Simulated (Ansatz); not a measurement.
# Ga: response to strain

Aim: deform Ga (equal xy, yz and zx engineering shear strains of -2 %) and compute stress, forces and field gradients with LAPW, PAW and all-electron datasets made for the crystal.

Program: Ansatz 0.2.0. Level of theory: DFT LDA, scalar-relativistic. These are calculated values, not measurements.

## Step 1: Starting point

Symmetry: I4/mmm, No. 139, tetragonal system. Conventional cell: a = 2.808 Å, b = 2.808 Å, c = 4.458 Å, α = 90.00°, β = 90.00°, γ = 90.00°. Around Ga (site symmetry 4/mmm) lie 12 Ga at 2.81 to 2.99 Å.

As a file:

```
Ga
1.0
    -1.40400    1.40400    2.22900
     1.40400   -1.40400    2.22900
     1.40400    1.40400   -2.22900
Ga
1
Direct
  0.00000 0.00000 0.00000
```

## Step 2: The deformed structure

Space group I4/mmm before, C2/m after.

## Step 3: All-electron LAPW

Contents of input.yaml:

```yaml
crystal:
  lattice:
    - [-1.44033, 1.39575, 2.229]
    - [1.39575, -1.44033, 2.229]
    - [1.41225, 1.41225, -2.25708]
  atoms:
    - { symbol: Ga, position: [0.0, 0.0, 0.0] }
kpoints:
  mp_grid: { grid: [14, 14, 16] }
  band_path:
    path:
      - [0.0, 0.0, 0.0]
      - [0.5, 0.5, -0.5]
      - [0.1921238373, 0.8078761627, -0.5]
      - [-0.1921238373, 0.1921238373, 0.5]
      - [0.0, 0.0, 0.5]
      - [0.0, 0.0, 0.0]
      - [-0.5, 0.5, 0.0]
      - [0.0, 0.5, 0.0]
      - [0.0, 0.0, 0.0]
    npoints: 5
scf:
  occupations: { method: fermi_dirac, width: 0.05 }
hamiltonian:
  xc: lda
  pseudopotentials: { kind: all_electron, lapw: { basis_error: 0.00025 } }
output:
  forces: true
  stress: true
  eigenvalues: true
```

Launch:

```console
$ ansatz run input.yaml --threads 1 --pin off --max-ram 3072MiB --backend cpu --events-out ev --progress --plain --runs-dir out
```

## Step 4: PAW with frozen cores

Contents of input.yaml:

```yaml
crystal:
  lattice:
    - [-1.44033, 1.39575, 2.229]
    - [1.39575, -1.44033, 2.229]
    - [1.41225, 1.41225, -2.25708]
  atoms:
    - { symbol: Ga, position: [0.0, 0.0, 0.0] }
kpoints:
  mp_grid: { grid: [14, 14, 16] }
scf:
  occupations: { method: fermi_dirac, width: 0.05 }
hamiltonian:
  xc: lda
  pseudopotentials: { kind: paw }
output:
  forces: true
  stress: true
  eigenvalues: true
  efg: { contact_densities: true }
  write_density: true
  write_potential: true
  elf: true
  volumetric_format: npy
```

## Step 5: All-electron PAW on datasets made for the crystal

Edit input.yaml of step 4 so:

```diff
@@ -13,3 +13,3 @@
   xc: lda
-  pseudopotentials: { kind: paw }
+  pseudopotentials: { kind: all_electron, datasets: crystal }
 output:
@@ -19,5 +19 @@
   efg: { contact_densities: true }
-  write_density: true
-  write_potential: true
-  elf: true
-  volumetric_format: npy
```

(Steps that only read results are left out.)

**Question.** What will these runs give? Wanted: pressure; largest shear or deviatoric stress.

As calculated:

```
                                 quantity                                              value
                                 pressure  LAPW -1.55, PAW -1.60, crystal datasets -1.55 GPa
largest shear or deviatoric stress (LAPW)                                           0.23 GPa
```

The largest part of the stress beyond the pressure is 0.23 GPa in size, in the zz component. No run of the undeformed cell stands beside it, so the pressure holds what the given cell had before the change. PAW: stress within 0.04 GPa of LAPW. Crystal datasets: stress within 0.01 GPa of LAPW.
